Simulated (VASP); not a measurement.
## Ge (strained diamond): one PBE single-point calculation in two programs

```xyz
2
Lattice="0.0000 2.8369 2.9969 2.8369 0.0000 2.9969 2.8369 2.8369 0.0000" Properties=species:S:1:pos:R:3 pbc="T T T"
Ge    0.0000    0.0000    0.0000
Ge    1.4184    1.4184    1.4984
```

The two codes use different PAW datasets and cutoffs. VASP's cell holds 28 valence electrons and Ansatz's 28. Ansatz's stress includes a Pulay correction; VASP's doesn't.

Cutoffs: 520 eV in VASP, 420 eV in Ansatz. k meshes: 8×8×8 and 8×8×8.

|  | VASP | Ansatz |
| --- | --- | --- |
| gap between bands v and c | -0.19 eV (bands overlap: a metal) | -0.20 eV (bands overlap: a metal) |
| least direct gap | 0.00 eV | 0.00 eV |
| pressure | -0.6 GPa | -0.5 GPa |

Band v is the last that the valence electrons fill when counted band by band, and c is the next. Levels in eV from the top of v, Ansatz:

```json
{"point": "Γ", "v−1": "-0.43", "v": "0.00", "c": "0.00", "c+1": "2.30"}
{"point": "X", "v−1": "-3.11", "v": "-3.11", "c": "0.55", "c+1": "0.55"}
{"point": "K", "v−1": "-4.16", "v": "-2.33", "c": "1.34", "c+1": "4.26"}
{"point": "L", "v−1": "-1.69", "v": "-1.21", "c": "-0.20", "c+1": "3.47"}
{"point": "W", "v−1": "-3.74", "v": "-3.74", "c": "4.04", "c+1": "4.04"}
```

VASP:

```json
{"point": "Γ", "v−1": "-0.43", "v": "0.00", "c": "0.00", "c+1": "2.31"}
{"point": "X", "v−1": "-3.11", "v": "-3.11", "c": "0.55", "c+1": "0.55"}
{"point": "K", "v−1": "-4.16", "v": "-2.33", "c": "1.35", "c+1": "4.26"}
{"point": "L", "v−1": "-1.69", "v": "-1.21", "c": "-0.19", "c+1": "3.47"}
{"point": "W", "v−1": "-3.74", "v": "-3.74", "c": "4.04", "c+1": "4.04"}
```
